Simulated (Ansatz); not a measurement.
**The polar optical mode of MgO at 30 GPa, worked through**

These are results of Ansatz, DFT PBE, scalar-relativistic, plane waves, PAW, not measurements. Settings: 420 eV plane-wave cutoff, Γ-centred 10×10×10 mesh, fixed occupations. No spin polarisation. Phonons by linear response, acoustic sum rule imposed.

The cell, relaxed at 30 GPa:
Space group Fm-3m (No. 225). a = 4.049 Å, b = 4.049 Å, c = 4.049 Å, α = 90.00°, β = 90.00°, γ = 90.00°
| atom | site | symmetry | x | y | z |
| --- | --- | --- | --- | --- | --- |
| Mg | 4a | m-3m | 0.0000 | 0.0000 | 0.0000 |
| O | 4b | m-3m | 0.5000 | 0.0000 | 0.0000 |

Linear response gives ν_TO = 505.6 cm⁻¹, Born charges ±1.936 e (positive on Mg) and ε∞ = 3.087. The primitive cell holds 16.590 Å³, and the masses are 24.305 and 15.999 amu.

Question: Find ν_LO and the static dielectric constant.

Answer: The long-wave field adds a restoring force: ω_LO² − ω_TO² = Z*²e²/(ε_vac ε∞ μV). In these units ν_LO² − ν_TO² = 4.92064×10⁷ Z*²/(μ V ε∞) cm⁻², with μ = m₁m₂/(m₁ + m₂) = 9.648 amu: 373397 cm⁻². So ν_LO = √(505.6² + 373397) = 793.1 cm⁻¹, and the run gives 793.1. Lyddane–Sachs–Teller then gives ε0 = ε∞ (ν_LO/ν_TO)² = 7.60, against 7.60 in the run (it forms both from the same three quantities, so the match checks the arithmetic only). Between ν_TO and ν_LO the dielectric function is negative and an undamped crystal reflects fully: a reststrahlen band from 12.6 to 19.8 μm.

Question: What do the Clausius–Mossotti polarisability and the Szigeti charge come to?

Answer: With the Lorentz local field, α = (3V/4π)(ε∞ − 1)/(ε∞ + 2) = 1.62 Å³ for the pair, and e_S = 3Z*/(ε∞ + 2) = 1.14 e. The Born charge includes the electrons' response to the dipole's own local field, and e_S takes that enhancement out. The Lorentz field assumes point-like polarisable ions, a fair picture at this small ε∞.

Question: How strongly does a slow electron couple to the LO mode?

Answer: For one isotropic parabolic band, Fröhlich's constant is α_F = (1/ε∞ − 1/ε0) √(m* Ry/ħω_LO), with Ry = 13.606 eV, ħω_LO = 98.3 meV and m* in free-electron masses: α_F = 0.1923 × 11.76 × √m* = 2.26 √m*. The band mass isn't part of this run; for m* = 0.1, 0.3 and 1 it gives 0.72, 1.24, 2.26. In weak coupling the polaron lies α_F ħω_LO below the band edge (122 meV at m* = 0.3) with a mass m*(1 + α_F/6); past α_F of about 5 or 6 that expansion fails. A semilocal functional's ε∞ tends to be too large, which taken alone lowers α_F.

Cost: 1 run of about 0.24 core-minutes, on Intel Xeon Processor @ 2.70GHz (shared hosts).

The Born charges of ±1.936 e lie close to the formal ionic values, as expected for a closed-shell oxide with filled O 2p states and empty Mg 3s states. The wide LO–TO splitting follows from this large dynamical charge acting on light ions in a small cell, with only weak electronic screening of the long-range field. The same polar displacement supplies more than half of the static dielectric constant of 7.60. The smaller Szigeti charge, 1.14 e, isn't evidence of half-ionised atoms: within the local-field model it reflects short-range deformation of the electron clouds as neighbouring ions move, and it is not a static charge.

For electrons, the Mg 3s-derived conduction-band minimum, with O admixture, is light and nearly isotropic, so the Fröhlich estimate probably belongs to the weak-to-intermediate range. It doesn't carry over to holes, whose O 2p bands are heavier and degenerate and which may localise through short-range distortions outside this model. A single pressure also leaves open how far compression itself changes the splitting or the polaron coupling.
